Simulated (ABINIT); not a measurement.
# CdS (Hawleyite) (F-43m) in ABINIT: a series of runs

Aim: see how the results for CdS (Hawleyite) move with the level of theory and the settings. Levels: PBE, PBEsol. Tasks: single point.

Program: ABINIT 10.8.3 (patched build). These are calculated values, not measurements. Logs are shortened: lines on timing, memory, paths and dates and some standing lists are left out, and cuts for length are marked. The log counts tension as positive stress, the text compression.

## (1) Starting point

It takes space group F-43m (No. 216, cubic). Conventional cell: a = 5.833 Å, b = 5.833 Å, c = 5.833 Å, α = 90.00°, β = 90.00°, γ = 90.00°. Cd (site symmetry -43m) has 4 S at 2.53 Å as nearest neighbours. Around S (site symmetry -43m) lie 4 Cd at 2.53 Å.

## (2) Single point, PBE

run.abi

```
# Pseudopotentials
pp_dirpath "./"
pseudos "Cd.GGA_PBE-JTH.xml, S.GGA_PBE-JTH.xml"

# Structure
acell 4.1245538547 4.1245538547 4.1245538547 Angstrom
rprim
     0.0000000000     0.7071067812     0.7071067812
     0.7071067812     0.0000000000     0.7071067812
     0.7071067812     0.7071067812     0.0000000000
ntypat 2
znucl 48 16
natom 2
typat 1 2
xred
     0.0000000000     0.0000000000     0.0000000000
     0.7500000000     0.7500000000     0.7500000000

# Plane-wave basis
ecut 22.0
pawecutdg 44.0

# k points
kptopt 1
ngkpt 6 6 6
nshiftk 1
shiftk 0.0 0.0 0.0

# Exchange and correlation
ixc 11

# Bands and occupations
nband 13
occopt 3
tsmear 0.00183747

# SCF cycle
nstep 100
tolvrs 1.0e-9

# Output
iomode 3
prtwf 0
prtden 0
prteig 0
prtebands 0
enunit 1
```

Potentials or basis: JTH PAW PBE v2.0.

The run is started by

```
> abinit run.abi > log 2>&1
```

run.abo:

```text
.Version 10.8.3 of ABINIT
 Symmetries : space group F-4 3 m (#216); Bravais cF (face-center cubic)
================================================================================
 Values of the parameters that define the memory need of the present run
     intxc =       0    ionmov =       0      iscf =      17    lmnmax =      18
     lnmax =       6     mgfft =      36  mpssoang =       3    mqgrid =    3001
     natom =       2  nloc_mem =       2    nspden =       1   nspinor =       1
    nsppol =       1      nsym =      24    n1xccc =       1    ntypat =       2
    occopt =       3   xclevel =       2
       mpw =        1666          nfft =       46656          nkpt =          16
 PAW method is used; the additional fine FFT grid is defined by:
   mgfftf=        48    nfftf =    110592
================================================================================
================================================================================

--------------------------------------------------------------------------------
------------- Echo of variables that govern the present computation ------------
--------------------------------------------------------------------------------
 -outvars: echo values of preprocessed input variables --------
            acell      7.7942771769E+00  7.7942771769E+00  7.7942771769E+00 Bohr
              amu      1.12411000E+02  3.20660000E+01
             ecut      2.20000000E+01 Hartree
           enunit           1
              ixc          11
         kptrlatt        6    0    0      0    6    0      0    0    6
          kptrlen      4.67656631E+01
            natom           2
            nband          13
            ngfft          36      36      36
          ngfftdg          48      48      48
             nkpt          16
            nstep         100
             nsym          24
           ntypat           2
           occopt           3
        pawecutdg      4.40000000E+01 Hartree
         pawxcdev           0
           prtden           0
        prtebands           0
           prteig           0
            prtwf           0
            rprim      0.0000000000E+00  7.0710678120E-01  7.0710678120E-01
                       7.0710678120E-01  0.0000000000E+00  7.0710678120E-01
                       7.0710678120E-01  7.0710678120E-01  0.0000000000E+00
          spgroup         216
           tolvrs      1.00000000E-09
           tsmear      1.83747000E-03 Hartree
            typat      1  2
           useylm           1
           xangst      0.0000000000E+00  0.0000000000E+00  0.0000000000E+00
                       4.3747500001E+00  4.3747500001E+00  4.3747500001E+00
            xcart      0.0000000000E+00  0.0000000000E+00  0.0000000000E+00
                       8.2670793696E+00  8.2670793696E+00  8.2670793696E+00
             xred      0.0000000000E+00  0.0000000000E+00  0.0000000000E+00
                       7.5000000000E-01  7.5000000000E-01  7.5000000000E-01
            znucl       48.00000   16.00000

================================================================================

 chkinp: Checking input parameters for consistency.

================================================================================
== DATASET  1 ==================================================================

--- !DatasetInfo
iteration_state: {dtset: 1, }
dimensions: {natom: 2, nkpt: 16, mband: 13, nsppol: 1, nspinor: 1, nspden: 1, mpw: 1666, }
cutoff_energies: {ecut:  22.0, pawecutdg:  44.0, }
electrons: {nelect:   1.80000000E+01, charge:   0.00000000E+00, occopt:   3.00000000E+00, tsmear:   1.83747000E-03, }
meta: {optdriver: 0, ionmov: 0, optcell: 0, iscf: 17, paral_kgb: 0, }
...

 Exchange-correlation functional for the present dataset will be:
  GGA: Perdew-Burke-Ernzerhof functional - ixc=11
  J.P.Perdew, K.Burke, M.Ernzerhof, PRL 77, 3865 (1996)

 Real(R)+Recip(G) space primitive vectors, cartesian coordinates (Bohr,Bohr^-1):
 R(1)=  0.0000000  5.5113862  5.5113862  G(1)= -0.0907213  0.0907213  0.0907213
 R(2)=  5.5113862  0.0000000  5.5113862  G(2)=  0.0907213 -0.0907213  0.0907213
 R(3)=  5.5113862  5.5113862  0.0000000  G(3)=  0.0907213  0.0907213 -0.0907213
 Unit cell volume ucvol=  3.3482089E+02 bohr^3
 Angles (23,13,12)=  6.00000000E+01  6.00000000E+01  6.00000000E+01 degrees

 Coarse grid specifications (used for wave-functions):

 getcut: wavevector=  0.0000  0.0000  0.0000  ngfft=  36  36  36
         ecut(hartree)=     22.000   => boxcut(ratio)=   2.18751

 Fine grid specifications (used for densities):

 getcut: wavevector=  0.0000  0.0000  0.0000  ngfft=  48  48  48
         ecut(hartree)=     44.000   => boxcut(ratio)=   2.06240

--- Pseudopotential description ------------------------------------------------
- pspini: atom type   1  psp file is ./Cd.GGA_PBE-JTH.xml
 Pseudopotential format is: paw10
 basis_size (lnmax)=  6 (lmn_size= 18), orbitals=   0   0   1   1   2   2
 Spheres core radius: rc_sph= 2.50233826
 Shapefunction is BESSEL type: shapef(r,l)=aa(1,l)*jl(q(1,l)*r)+aa(2,l)*jl(q(2,l)*r)
 Radius for shape functions =  2.31074885
 Compensation charge density is not taken into account in XC energy/potential

- pspini: atom type   2  psp file is ./S.GGA_PBE-JTH.xml
 Pseudopotential format is: paw10
 basis_size (lnmax)=  4 (lmn_size=  8), orbitals=   0   0   1   1
 Spheres core radius: rc_sph= 1.90380259
 Shapefunction is SIN type: shapef(r)=[sin(pi*r/rshp)/(pi*r/rshp)]**2
 Radius for shape functions =  1.40128485
 Compensation charge density is not taken into account in XC energy/potential

   5.23237762E+02                                ecore*ucvol(ha*bohr**3)
--------------------------------------------------------------------------------

================================================================================

--- !BeginCycle
iteration_state: {dtset: 1, }
solver: {iscf: 17, nstep: 100, nline: 4, wfoptalg: 10, }
tolerances: {tolvrs: 1.00E-09, }
...

     iter   Etot(hartree)      deltaE(h)  residm     nres2
 ETOT  1  -57.858538728544    -5.786E+01 1.863E-01 6.933E+00
 ETOT  2  -57.947156550613    -8.862E-02 1.520E-01 8.693E+02
 ETOT  3  -57.920966600664     2.619E-02 6.527E-02 8.909E-01
 ETOT  4  -57.922748362984    -1.782E-03 1.574E-01 1.414E-01
 ETOT  5  -57.922847056273    -9.869E-05 2.529E-02 4.662E-02
 ETOT  6  -57.923007870310    -1.608E-04 3.701E-02 4.086E-02
 ETOT  7  -57.923091295889    -8.343E-05 2.626E-02 4.467E-02
 ETOT  8  -57.923171319100    -8.002E-05 3.178E-02 4.887E-02
 ETOT  9  -57.923244436272    -7.312E-05 1.124E-02 5.552E-02
 ETOT 10  -57.923308363287    -6.393E-05 7.320E-03 6.367E-02
 ETOT 11  -57.922765077508     5.433E-04 2.108E-01 1.079E-04
 ETOT 12  -57.922766361419    -1.284E-06 1.221E-03 3.513E-06
 ETOT 13  -57.922766490208    -1.288E-07 1.430E-03 3.195E-07
 ETOT 14  -57.922766513827    -2.362E-08 1.392E-04 7.922E-08
 ETOT 15  -57.922766520212    -6.384E-09 2.187E-04 2.581E-08
 ETOT 16  -57.922766522251    -2.039E-09 3.106E-05 8.578E-09
 ETOT 17  -57.922766522899    -6.487E-10 5.126E-05 9.609E-10

 At SCF step   17       nres2   =  9.61E-10 < tolvrs=  1.00E-09 =>converged.

 Cartesian components of stress tensor (hartree/bohr^3)
  sigma(1 1)= -9.82472340E-05  sigma(3 2)=  0.00000000E+00
  sigma(2 2)= -9.82472340E-05  sigma(3 1)=  0.00000000E+00
  sigma(3 3)= -9.82472340E-05  sigma(2 1)=  0.00000000E+00

--- !ResultsGS
iteration_state: {dtset: 1, }
comment   : Summary of ground state results
lattice_vectors:
- [  0.0000000,   5.5113862,   5.5113862, ]
- [  5.5113862,   0.0000000,   5.5113862, ]
- [  5.5113862,   5.5113862,   0.0000000, ]
lattice_lengths: [   7.79428,    7.79428,    7.79428, ]
lattice_angles: [ 60.000,  60.000,  60.000, ] # degrees, (23, 13, 12)
lattice_volume:   3.3482089E+02
convergence: {deltae: -6.487E-10, res2:  9.609E-10, residm:  5.126E-05, diffor: null, }
etotal    :  -5.79227665E+01
entropy   :   0.00000000E+00
fermie    :   1.53872373E-01
cartesian_stress_tensor: # hartree/bohr^3
- [ -9.82472340E-05,   0.00000000E+00,   0.00000000E+00, ]
- [  0.00000000E+00,  -9.82472340E-05,   0.00000000E+00, ]
- [  0.00000000E+00,   0.00000000E+00,  -9.82472340E-05, ]
pressure_GPa:   2.8905E+00
xred      :
- [  0.0000E+00,   0.0000E+00,   0.0000E+00, Cd]
- [  7.5000E-01,   7.5000E-01,   7.5000E-01,  S]
cartesian_forces: # hartree/bohr
- [  6.10700535E-30,   6.10700535E-30,  -1.83210160E-29, ]
- [ -6.10700535E-30,  -6.10700535E-30,   1.83210160E-29, ]
force_length_stats: {min:   2.02546453E-29, max:   2.02546453E-29, mean:   2.02546453E-29, }
...

 Integrated electronic density in atomic spheres:
 ------------------------------------------------
 Atom  Sphere_radius  Integrated_density
    1        2.50234         10.47961948
    2        1.90380          3.58550390

================================================================================

 ----iterations are completed or convergence reached----

 Mean square residual over all n,k,spin=   82.261E-08; max=  51.260E-06
 reduced coordinates (array xred) for    2 atoms
       0.000000000000      0.000000000000      0.000000000000
       0.750000000000      0.750000000000      0.750000000000
 rms dE/dt=  9.5199E-29; max dE/dt=  1.3463E-28; dE/dt below (all hartree)
    1       0.000000000000      0.000000000000      0.000000000000
    2      -0.000000000000     -0.000000000000      0.000000000000

 cartesian coordinates (angstrom) at end:
    1      0.00000000000000     0.00000000000000     0.00000000000000
    2      4.37475000012445     4.37475000012445     4.37475000012445

 cartesian forces (hartree/bohr) at end:
    1      0.00000000000000     0.00000000000000    -0.00000000000000
    2     -0.00000000000000    -0.00000000000000     0.00000000000000
 frms,max,avg= 1.1694025E-29 1.8321016E-29   0.000E+00  0.000E+00  0.000E+00 h/b

 cartesian forces (eV/Angstrom) at end:
    1      0.00000000000000     0.00000000000000    -0.00000000000000
    2     -0.00000000000000    -0.00000000000000     0.00000000000000
 frms,max,avg= 6.0133094E-28 9.4210452E-28   0.000E+00  0.000E+00  0.000E+00 e/A
 length scales=  7.794277176940  7.794277176940  7.794277176940 bohr
              =  4.124553854700  4.124553854700  4.124553854700 angstroms
 Fermi (or HOMO) energy (eV) =   4.18708   Average Vxc (eV)=  -8.93211
 Eigenvalues (   eV  ) for nkpt=  16  k points:
 kpt#   1, nband= 13, wtk=  0.00463, kpt=  0.0000  0.0000  0.0000 (reduced coord)
  -8.78256   -4.13685   -4.13685   -4.13685   -3.65823   -3.65823    3.59517    3.59517
   3.59517    4.71966   10.10893   10.10893   10.10895
 prteigrs : prtvol=0 or 1, do not print more k-points.

--- !EnergyTerms
iteration_state     : {dtset: 1, }
comment             : Components of total free energy in Hartree
kinetic             :  1.72894531961228E+01
hartree             :  1.42903027428476E+01
xc                  : -6.90135050002944E+00
Ewald energy        : -4.26732001247724E+01
psp_core            :  1.56273931912319E+00
local_psp           : -4.45397266258763E+01
PAW spherical_terms :  3.04901343911811E+00
internal            : -5.79227685534664E+01
'-kT*entropy'       : -1.00048353227662E-08
total_energy        : -5.79227685634713E+01
total_energy_eV     : -1.57615882781718E+03
...

--- !EnergyTermsDC
iteration_state     : {dtset: 1, }
comment             : '"Double-counting" decomposition of free energy'
band_energy         : -1.65233503265472E+00
Ewald energy        : -4.26732001247724E+01
psp_core            :  1.56273931912319E+00
xc_dc               : -1.35032431981630E+01
PAW spherical_terms : -1.65672747642743E+00
internal            : -5.79227665128944E+01
'-kT*entropy'       : -1.00048353227662E-08
total_energy_dc     : -5.79227665228992E+01
total_energy_dc_eV  : -1.57615877229039E+03
...

--- !EnergyTermsWithPAWCore
iteration_state     : {dtset: 1, }
comment             : 'Components of total free energy, including PAW core contributions'
Total energy        : -5.99392182070717E+03
Total energy DC     : -5.99392181866659E+03
Total energy (eV)   : -1.63102921791476E+05
Total energy DC (eV): -1.63102921735950E+05
...

 Cartesian components of stress tensor (hartree/bohr^3)
  sigma(1 1)= -9.82472340E-05  sigma(3 2)=  0.00000000E+00
  sigma(2 2)= -9.82472340E-05  sigma(3 1)=  0.00000000E+00
  sigma(3 3)= -9.82472340E-05  sigma(2 1)=  0.00000000E+00

-Cartesian components of stress tensor (GPa)         [Pressure=  2.8905E+00 GPa]
- sigma(1 1)= -2.89053342E+00  sigma(3 2)=  0.00000000E+00
- sigma(2 2)= -2.89053342E+00  sigma(3 1)=  0.00000000E+00
- sigma(3 3)= -2.89053342E+00  sigma(2 1)=  0.00000000E+00

== END DATASET(S) ==============================================================
================================================================================

 -outvars: echo values of variables after computation  --------
            acell      7.7942771769E+00  7.7942771769E+00  7.7942771769E+00 Bohr
           etotal     -5.7922766523E+01
            fcart      6.1070053494E-30  6.1070053494E-30 -1.8321016048E-29
                      -6.1070053494E-30 -6.1070053494E-30  1.8321016048E-29
            rprim      0.0000000000E+00  7.0710678120E-01  7.0710678120E-01
                       7.0710678120E-01  0.0000000000E+00  7.0710678120E-01
                       7.0710678120E-01  7.0710678120E-01  0.0000000000E+00
           strten     -9.8247233979E-05 -9.8247233979E-05 -9.8247233979E-05
                       0.0000000000E+00  0.0000000000E+00  0.0000000000E+00
           xangst      0.0000000000E+00  0.0000000000E+00  0.0000000000E+00
                       4.3747500001E+00  4.3747500001E+00  4.3747500001E+00
             xred      0.0000000000E+00  0.0000000000E+00  0.0000000000E+00
                       7.5000000000E-01  7.5000000000E-01  7.5000000000E-01
 Calculation completed.
```

Run time: 18 s. Hardware: 1 thread of Arm Neoverse V2, shared host; peak memory 0.12 GiB.

Results:

```
Free energy                                           : -1576.1588 eV
Pressure                                              : 2.9 GPa
Band gap on the k mesh                                : 1.12 eV, direct
Valence electrons inside the program's atomic spheres : Cd 10.48; S 3.59
```

## (3) Single point, PBEsol

run.abi, as its differences from that of step 2:

```diff
@@ -19,3 +19,3 @@
 # Plane-wave basis
-ecut 22.0
+ecut 598.650497 eV
 pawecutdg 44.0
@@ -24,3 +24,3 @@
 kptopt 1
-ngkpt 6 6 6
+ngkpt 10 10 10
 nshiftk 1
@@ -29,3 +29,3 @@
 # Exchange and correlation
-ixc 11
+ixc -116133
 
@@ -34,3 +34,3 @@
 occopt 3
-tsmear 0.00183747
+tsmear 0.05 eV
 
@@ -46,2 +46,2 @@
 prtebands 0
-enunit 1
+enunit 2
```

Potentials or basis: JTH PAW PBE v2.0.

The run is started by

```
> abinit run.abi > log 2>&1
```

run.abo:

```text
.Version 10.8.3 of ABINIT
 Symmetries : space group F-4 3 m (#216); Bravais cF (face-center cubic)
================================================================================
 Values of the parameters that define the memory need of the present run
     intxc =       0    ionmov =       0      iscf =      17    lmnmax =      18
     lnmax =       6     mgfft =      36  mpssoang =       3    mqgrid =    3001
     natom =       2  nloc_mem =       2    nspden =       1   nspinor =       1
    nsppol =       1      nsym =      24    n1xccc =       1    ntypat =       2
    occopt =       3   xclevel =       2
       mpw =        1663          nfft =       46656          nkpt =          47
 PAW method is used; the additional fine FFT grid is defined by:
   mgfftf=        48    nfftf =    110592
================================================================================
================================================================================

--------------------------------------------------------------------------------
------------- Echo of variables that govern the present computation ------------
--------------------------------------------------------------------------------
 -outvars: echo values of preprocessed input variables --------
            acell      7.7942771769E+00  7.7942771769E+00  7.7942771769E+00 Bohr
              amu      1.12411000E+02  3.20660000E+01
             ecut      2.20000000E+01 Hartree
           enunit           2
              ixc     -116133
         kptrlatt       10    0    0      0   10    0      0    0   10
          kptrlen      7.79427718E+01
[... 220 lines left out ...]
PAW spherical_terms : -1.65949444827924E+00
internal            : -5.79078158271942E+01
'-kT*entropy'       : -1.24584779846870E-08
total_energy_dc     : -5.79078158396527E+01
total_energy_dc_eV  : -1.57575194347393E+03
...

--- !EnergyTermsWithPAWCore
iteration_state     : {dtset: 1, }
comment             : 'Components of total free energy, including PAW core contributions'
Total energy        : -5.99071207993729E+03
Total energy DC     : -5.99071207778795E+03
Total energy (eV)   : -1.63015580295638E+05
Total energy DC (eV): -1.63015580237151E+05
...

 Cartesian components of stress tensor (hartree/bohr^3)
  sigma(1 1)=  7.35297715E-06  sigma(3 2)=  0.00000000E+00
  sigma(2 2)=  7.35297715E-06  sigma(3 1)=  0.00000000E+00
  sigma(3 3)=  7.35297715E-06  sigma(2 1)=  0.00000000E+00

-Cartesian components of stress tensor (GPa)         [Pressure= -2.1633E-01 GPa]
- sigma(1 1)=  2.16332057E-01  sigma(3 2)=  0.00000000E+00
- sigma(2 2)=  2.16332057E-01  sigma(3 1)=  0.00000000E+00
- sigma(3 3)=  2.16332057E-01  sigma(2 1)=  0.00000000E+00

== END DATASET(S) ==============================================================
================================================================================

 -outvars: echo values of variables after computation  --------
            acell      7.7942771769E+00  7.7942771769E+00  7.7942771769E+00 Bohr
           etotal     -5.7907815840E+01
            fcart     -6.1070053494E-30 -3.0535026747E-30  1.2214010699E-29
                       6.1070053494E-30  3.0535026747E-30 -1.2214010699E-29
            rprim      0.0000000000E+00  7.0710678120E-01  7.0710678120E-01
                       7.0710678120E-01  0.0000000000E+00  7.0710678120E-01
                       7.0710678120E-01  7.0710678120E-01  0.0000000000E+00
           strten      7.3529771528E-06  7.3529771528E-06  7.3529771528E-06
                       0.0000000000E+00  0.0000000000E+00  0.0000000000E+00
           xangst      0.0000000000E+00  0.0000000000E+00  0.0000000000E+00
                       4.3747500001E+00  4.3747500001E+00  4.3747500001E+00
             xred      0.0000000000E+00  0.0000000000E+00  0.0000000000E+00
                       7.5000000000E-01  7.5000000000E-01  7.5000000000E-01
 Calculation completed.
```

Run time: 59 s. Hardware: 1 thread of Arm Neoverse V2, shared host; peak memory 0.14 GiB.

Results:

```
Free energy                                           : -1575.7519 eV
Pressure                                              : -0.2 GPa
Band gap on the k mesh                                : 0.98 eV, direct
Valence electrons inside the program's atomic spheres : Cd 10.48; S 3.56
```

Caveat: the PAW data sets were made with another functional, which shifts forces and pressure a little. Expect the measured gap to be larger: semilocal functionals such as PBEsol lack the derivative discontinuity.
